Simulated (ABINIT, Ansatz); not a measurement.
This is a calculation of SrVO3 for ABINIT 10.8.3 (patched build). 

File run.abi:

```
pp_dirpath "./"
pseudos "Sr.GGA_PBE-JTH.xml, V.GGA_PBE-JTH.xml, O.GGA_PBE-JTH.xml"

acell 3*1.0
rprim
     7.2582490721     0.0000000000     0.0000000000
     0.0000000000     7.2582490721     0.0000000000
     0.0000000000     0.0000000000     7.2582490721
ntypat 3
znucl 38 23 8
natom 5
typat 1 2 3 3 3
xred
     0.5000000000     0.5000000000     0.5000000000
     0.0000000000     0.0000000000     0.0000000000
     0.0000000000     0.0000000000     0.5000000000
     0.0000000000     0.5000000000     0.0000000000
     0.5000000000     0.0000000000     0.0000000000

ecut 23.0
pawecutdg 45.0

kptopt 1
ngkpt 3 3 3
nshiftk 1
shiftk 0.0 0.0 0.0

ixc 11

nband 26
occopt 3
tsmear 0.00183747

nsppol 2
spinat
     0.0000000000     0.0000000000     0.0000000000
     0.0000000000     0.0000000000     2.0000000000
     0.0000000000     0.0000000000     0.0000000000
     0.0000000000     0.0000000000     0.0000000000
     0.0000000000     0.0000000000     0.0000000000

nstep 100
tolvrs 1.0e-9

iomode 3
prtwf 0
prtden 0
prteig 0
prtebands 0
enunit 2
```

Potentials or basis: JTH PAW PBE v2.0.

The run is started by

```console
$ abinit run.abi > log 2>&1
```

Q: Set up the same calculation for Ansatz 0.2.0. Potentials or basis there: Ansatz PAW, cutoff 420 eV.

A: As run (cutoffs and basis follow the program's own potentials, and thresholds, step limits or extra output files can differ):

File input.yaml:

```yaml
crystal:
  lattice:
    - [3.8409, 0.0, 0.0]
    - [0.0, 3.8409, 0.0]
    - [0.0, 0.0, 3.8409]
  atoms:
    - { symbol: Sr, position: [0.5, 0.5, 0.5] }
    - { symbol: V, position: [0.0, 0.0, 0.0], spin: 2.0 }
    - { symbol: O, position: [0.0, 0.0, 0.5] }
    - { symbol: O, position: [0.0, 0.5, 0.0] }
    - { symbol: O, position: [0.5, 0.0, 0.0] }
hamiltonian:
  xc: pbe
  pseudopotentials: { kind: paw }
magnetization:
  spin_polarized: true
kpoints:
  mp_grid: { grid: [3, 3, 3] }
scf:
  occupations: { method: fermi_dirac, width: 0.05 }
output:
  forces: true
  stress: true
  eigenvalues: true
  write_density: true
  write_potential: true
  elf: true
  volumetric_format: npy
```

Potentials or basis: Ansatz PAW.

Run with:

```bash
$ ansatz run input.yaml --threads 2 --pin off --max-ram 5120MiB --backend cpu --events-out ev --progress --plain --runs-dir out
```

Both were run:

|  | ABINIT | Ansatz |
| --- | --- | --- |
| Pressure | 3.3 GPa | 2.8 GPa |
| Net moment | 0.33 μB per cell | 0.33 μB per cell |

Ansatz's pressure holds a Pulay term of +0.66 GPa for its cutoff of 420 eV, which the other run lacks.

Where Ansatz's input types no cutoff or centring, it takes its own default and a Γ-centred mesh.

The magnetic state is the one that the start led to; the real crystal's order can differ.

Pressure is positive in compression.

The k mesh is coarse, so the values aren't converged.
